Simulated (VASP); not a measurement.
An input for Ansatz (written as the equivalent of a VASP run, and not itself run):

Ansatz 0.2 input:
```yaml
crystal:
  lattice:
    - [1.8163155, -3.1459510, 0.0000000]
    - [1.8163155, 3.1459510, 0.0000000]
    - [0.0000000, 0.0000000, 3.8662003]
  atoms:
    - { symbol: Li, position: [0.3333330, 0.6666670, 1.0000000] }
    - { symbol: Li, position: [0.6666670, 0.3333330, 0.0000000] }
    - { symbol: Li, position: [0.0000000, 0.0000000, 0.5000000] }
    - { symbol: N, position: [0.0000000, 0.0000000, 0.0000000] }
kpoints:
  mp_grid: { grid: [6, 6, 6] }
hamiltonian:
  xc: pbe
  pseudopotentials: { kind: paw }
scf:
  occupations: { method: gaussian, width: 0.05 }
  max_iter: 100
relax:
  max_steps: 40
  f_tol: 0.01
  cell: { p_target: 15 }
output: { forces: true, stress: true, eigenvalues: true }
```

**Question.** Translate this input to VASP (INCAR, KPOINTS, POSCAR, choice of POTCAR).

**Answer.** This is not unique; one that fits is 
File KPOINTS:
```
Automatic mesh
0
Gamma
6 6 6
0 0 0
```

### POSCAR
```
Li3N
1
    1.8163155034    -3.1459510067     0.0000000000
    1.8163155034     3.1459510067    -0.0000000000
    0.0000000000     0.0000000000     3.8662002627
Li N
3 1
Direct
  0.3333330000   0.6666670000   1.0000000000
  0.6666670000   0.3333330000   0.0000000000
  0.0000000000   0.0000000000   0.5000000000
  0.0000000000   0.0000000000   0.0000000000
```

INCAR:
```
! general
SYSTEM  = Li3N
PREC    = Accurate
ENCUT   = 600   ! plane-wave cut-off (eV)
LREAL   = .FALSE.
LASPH   = .TRUE.

! electronic loop
EDIFF   = 1E-7
NELM    = 100   ! most electronic steps
ALGO    = Normal   ! blocked Davidson

! smearing
ISMEAR  = 0   ! Gaussian
SIGMA   = 0.05

! functional
GGA     = PE   ! PBE

! ions
IBRION  = 2   ! conjugate gradients
NSW     = 40
ISIF    = 3   ! ions, shape and volume
EDIFFG  = -0.01   ! ionic stop
PSTRESS = 150   ! kbar

! output
LWAVE   = .FALSE.
LCHARG  = .FALSE.
```

POTCAR, in this order: Li_sv N (PBE.64 set). Program: vasp_std.

Limits of the translation: each code has its own PAW files, so the cut-off isn't converted (ENCUT is set for VASP's; basis.ecutwfc is left out, and Ansatz then takes the one that its files recommend); Ansatz stops its SCF on the density residual and VASP on the energy change (EDIFF).

The compound is Li3N in the alpha structure. This run relaxes it under an external pressure of 15 GPa. Symmetry was kept, so distortions that lower it aren't found.
